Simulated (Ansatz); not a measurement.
# Zincblende BeS, cell of 2 atoms

What do PBEsol, HSE06 and r²SCAN give for the perfect crystal in this cell, and at what cost?

All numbers are computed with Ansatz 0.2.0 (PAW, plane waves).

**1. The system as built**

2 atoms (1 Be, 1 S); a = 3.421 Å, b = 3.421 Å, c = 3.421 Å, α = 60.00°, β = 60.00°, γ = 60.00°.

Plan of the steps: (2) PBEsol single point at a 9×9×9 mesh, on 7 threads of Arm Neoverse-V2; (3) HSE06 single point at a 9×9×9 mesh, on 7 threads of Arm Neoverse-V2; (4) r²SCAN single point at a 9×9×9 mesh, on 7 threads of Arm Neoverse-V2.

**2. PBEsol single point**

Contents of in.yaml:

```yaml
crystal:
  lattice:
    - [0.000000, 2.418998, 2.418998]
    - [2.418998, 0.000000, 2.418998]
    - [2.418998, 2.418998, 0.000000]
  atoms:
    - { symbol: Be, position: [0.000000, 0.000000, 0.000000] }
    - { symbol: S, position: [0.250000, 0.250000, 0.250000] }
kpoints:
  mp_grid: { grid: [9, 9, 9] }
  band_path: { path: [VBM, CBM], npoints: 2 }
hamiltonian:
  xc: pbesol
scf:
  occupations: { method: fermi_dirac, width: 0.01 }
output:
  forces: true
  eigenvalues: true
  stress: true
  populations: true
```

Command:

```sh
$ ansatz run in.yaml --threads 7 --pin off --max-ram 13300MiB --runs-dir r --events-out ev --progress --plain
```

**3. HSE06 single point**

in.yaml: that of step 2 with these lines changed.

```diff
@@ -12,3 +12,3 @@
 hamiltonian:
-  xc: pbesol
+  xc: hse06
 scf:
@@ -18,3 +18,2 @@
   eigenvalues: true
-  stress: true
   populations: true
```

**4. Single point with r²SCAN**

in.yaml: that of step 3 with these lines changed.

```diff
@@ -12,3 +12,3 @@
 hamiltonian:
-  xc: hse06
+  xc: r2scan
 scf:
```

Q: Predict the outcome of this session. Wanted: for each run, top filled to lowest empty; gap over the zone; energy; pressure.

**Answer**, as computed:

```
 level                     time  top filled to lowest empty (eV)  gap over the zone (eV)  energy (eV/atom)  pressure (GPa)
PBEsol    0.8 s (7 CPU threads)                             3.01                    2.91         -488.7220            0.00
 HSE06  4.3 min (7 CPU threads)                             4.14                    4.04         -498.8865               -
r²SCAN    1.3 s (7 CPU threads)                             3.65                    3.55         -500.7965               -
```

**In words.** At the same k points, PBEsol gives a spacing 1.14 eV smaller and r²SCAN gives a spacing 0.50 eV smaller than the 4.14 eV of HSE06.
